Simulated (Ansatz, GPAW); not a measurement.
# A Pt chain with a Sn atom on top of one atom: relaxation, then transmission at several levels, part 4 of 4

Aim: the conductance of a Pt chain with a Sn atom on top of one atom after relaxation, and whether geometry, basis or functional moves it most.

GPAW 26.7.0 and Ansatz 0.2.0; Ansatz plane waves; relaxation of the junction with the lead ends held; PAW set soft_1 (the session's first sound run).

So far, transmission at the Fermi level (one spin): step 3 (plane waves, PBE) 2.12; step 5 (GPAW, szp: basis = "szp(dzp)", PBE, GPAW) 2.11; step 6 (minimal basis, PBE, GPAW) 2.10; step 7 (LDA in the dzp basis: xc = "LDA") 2.13; step 8 (the structure as built: geometry = "as built", PBE, GPAW) 3.39.

## Step 10: The levels side by side (continued)

Ladder, by row:

| step | code | T at the Fermi level (sum over the listed spins) | conductance (G0) | r.m.s. T(E) from the first | wall time (s) | peak memory (GiB) | threads |
| --- | --- | --- | --- | --- | --- | --- | --- |
| pw-pbe | Ansatz | 2.115 | 2.102 | 0 | 136.1 | 5.526 | 4 |
| dzp | GPAW | 2.116 | 2.091 | 0.27 | 318.7 | 1.57 | 1 |
| szp | GPAW | 2.107 | 2.084 | 0.3155 | 197.5 | 1.5 | 1 |
| sz | GPAW | 2.104 | 2.075 | 0.3569 | 158.4 | 1.45 | 1 |
| dzp-LDA | GPAW | 2.127 | 2.096 | 0.299 | 283.7 | 1.58 | 1 |
| asbuilt | GPAW | 3.39 | 3.382 | 1.244 | 236.8 | 1.57 | 1 |

Table of transmission, zone mean, sum over the listed spins by energy, zero at the Fermi level:

```
energy (eV)  pw-pbe     dzp     szp     sz  dzp-LDA  asbuilt
    -2.0000   0.910   0.883   0.866  0.864    0.897     2.75
    -1.7500   0.970   0.950   0.932  0.931    0.962     2.75
    -1.5000    1.54    1.51    1.06   1.50     1.59     3.52
    -1.2500    1.45    1.68    1.37   1.51     1.70     3.52
    -1.0000    2.89    2.30    2.18   2.15     2.35     4.03
    -0.8250    3.83    3.32    3.16   3.06     3.22     4.07
    -0.7500    3.70    3.62    3.58   3.53     3.57     3.94
    -0.7000    3.54    3.65    3.65   3.66     3.64     3.88
    -0.5000    2.80    3.21    3.24   3.28     3.24     3.82
    -0.2500    2.26    1.88    1.90   1.78     1.96     3.55
     0.0000    2.12    2.12    2.11   2.10     2.13     3.39
     0.2500    1.38    1.36    1.32   1.33     1.36     2.90
     0.5000    1.03    1.01   0.978  0.981     1.01     2.65
     0.7500   0.886   0.959   0.988  0.993    0.973    0.763
     1.0000   0.929   0.822   0.826  0.789    0.781    0.582
     1.2500   0.306  0.0587  0.0770  0.218   0.0137    0.225
     1.3000  0.0335   0.248   0.271  0.947    0.427    0.145
     1.3500   0.396   0.940   0.954  0.885    0.958   0.0762
     1.3750   0.815   0.952   0.941  0.820    0.936   0.0485
     1.4000   0.957   0.899   0.881  0.760    0.877   0.0265
     1.5000   0.783   0.680   0.666  0.581    0.665  0.00470
     1.7500   0.440   0.394   0.384  0.332    0.393    0.197
     2.0000   0.247   0.224   0.214  0.184    0.229    0.350
```

## Step 11: A varied run

One more run, with changed settings.

This step: GPAW LCAO, PAW setups; Landauer transmission from Green's functions with principal layers (ASE), zero bias (GPAW 26.7.0).

run.py reads:

```python
import json
import numpy as np
from ase import Atoms
from ase.transport.calculators import TransportCalculator
from gpaw import GPAW, FermiDirac
from gpaw.lcao.tools import get_lcao_hamiltonian
from scipy.linalg import eigh

# The junction with lead layers at both ends, along the third cell vector
device = Atoms(
    ['Pt', 'Pt', 'Pt', 'Pt', 'Pt', 'Pt', 'Pt', 'Pt', 'Pt', 'Sn', 'Pt', 'Pt', 'Pt', 'Pt', 'Pt', 'Pt', 'Pt', 'Pt'],
    positions=[
        [4.50000, 4.50000, 1.20000],
        [4.50000, 4.50000, 3.60000],
        [4.50000, 4.50000, 6.00000],
        [4.50000, 4.50000, 8.40000],
        [4.50000, 4.50000, 10.80000],
        [4.50000, 4.50000, 13.20000],
        [3.99399, 4.34950, 15.60543],
        [4.48021, 4.63677, 18.06452],
        [3.62353, 5.17234, 20.40590],
        [5.57986, 3.55802, 20.35710],
        [4.35395, 4.46249, 22.73048],
        [4.33243, 4.98613, 25.19146],
        [4.50000, 4.50000, 27.60000],
        [4.50000, 4.50000, 30.00000],
        [4.50000, 4.50000, 32.40000],
        [4.50000, 4.50000, 34.80000],
        [4.50000, 4.50000, 37.20000],
        [4.50000, 4.50000, 39.60000]],
    cell=[[9.0, 0.0, 0.0], [0.0, 9.0, 0.0], [0.0, 0.0, 40.8]],
    pbc=True)

# One principal layer of the lead: the first 5 atoms of the device
lead = Atoms(
    ['Pt', 'Pt', 'Pt', 'Pt', 'Pt'],
    positions=[
        [4.50000, 4.50000, 1.20000],
        [4.50000, 4.50000, 3.60000],
        [4.50000, 4.50000, 6.00000],
        [4.50000, 4.50000, 8.40000],
        [4.50000, 4.50000, 10.80000]],
    cell=[[9.0, 0.0, 0.0], [0.0, 9.0, 0.0], [0.0, 0.0, 12.0]],
    pbc=True)

settings = dict(mode='lcao', basis='dzp', xc='PBE', h=0.2,
                occupations=FermiDirac(0.1), maxiter=60,
                mixer=dict(beta=1.0, nmaxold=1, weight=1.0),
                convergence=dict(density=0.0001))
energies = np.arange(-2, 2 + 1e-9, 0.025)
eta = 0.0001
n1, n2 = 1, 1
# k and -k transmit alike, so half of the mesh across the current serves
mesh = [(i, j) for i in range(n1) for j in range(n2) if (i, j) <= (-i % n1, -j % n2)]
weights = np.array([1 if (i, j) == (-i % n1, -j % n2) else 2 for i, j in mesh]) / (n1 * n2)

# [... helper functions left out ...]
fermi_lead = ground_state(lead, (1, 1, 10), 'lead.txt')
fermi_device = ground_state(device, (1, 1, 2), 'device.txt')
# [... loop over the mesh left out, but for ...]
        # Shift the lead onto the potential of the device's first layer
        shift = ((H[:, 0, 0] - H0[:, 0, 0]) / S0[0, 0]).real.mean()
# [...]
kT = 8.617333e-5 * 300
bias = [0.1, 0.2, 0.5, 1.0, 1.5, 2.0]
# [... integrals and printing left out ...]
```

The run is started by

```sh
$ OMP_NUM_THREADS=1 OPENBLAS_NUM_THREADS=1 python run.py
```

Log:

```text
gpaw.KohnShamConvergenceError
```

The job ended after 2.2 min (1 thread of Intel Xeon Platinum 8559C (Emerald Rapids), shared host; peak memory 0.43 GiB).

The run stopped without converging, so none of its numbers is a property of the system.

The fault put into the input: mixing far too strong, under a cap of 60 iterations, which ended the run (beta = 1.0, nmaxold = 1 and weight = 1.0).

## Step 12: Summary of results

```json
{"conductance": "2.09 G₀", "transmission at the Fermi level, mean of the spins": "2.12", "thermopower": "7.75 μV/K"}
```

In words: In the dzp basis the junction conducts 2.09 G₀ at 300 K, with T = 2.12 a spin at the Fermi level; the sz basis reaches that conductance within 10 %. Relaxation moved atoms by up to 1.7 Å and took the conductance from 3.38 to 2.09 G₀, as a ratio a larger change than the step from dzp to the minimal basis. Plane waves (PBE) give T = 2.12 there. At the Fermi level the three most open eigenchannels pass 1.00, 0.93 and 0.17. The positive thermopower says that the thermally weighted transmission is larger below the Fermi level, as for hole-like transport. Measured against the first run (pw-pbe), the nearest curve is that of dzp (r.m.s. 0.27) and the farthest that of asbuilt (1.2). Over the compared runs wall time goes from 136 s (pw-pbe) to 319 s (dzp), on a shared host; the plane-wave run used 4 threads and the orbital runs 1. Moves of this size go well beyond a change of bond lengths: the free chain atoms or the scatterer took up a new arrangement, and the name in the title describes the start. The leads kept an estimated spacing and the cell its length, so the junction may be under some tension or compression. The run had no spin polarisation, so a magnetic state, which chains and small molecules with open shells often have, wasn't tested. Spin-orbit coupling is left out, which matters for the heavy atoms here. An evenly spaced straight chain is an idealisation: free chains tend to dimerise, zigzag or, where a band edge lies near the Fermi level, turn magnetic. The currents use the zero-bias T(E) throughout, which holds only while the bias is small against the distance to the nearest feature.

[Logs are printed without paths, hosts, clocks, repeated set-up lines and the standing remarks that a program may print on its own settings, such as how far it seeks lower states.]

[Hosts, paths, dates, database ids (printed as entryN), source tags and the programs' standing remarks are cut or masked in the printed files.]
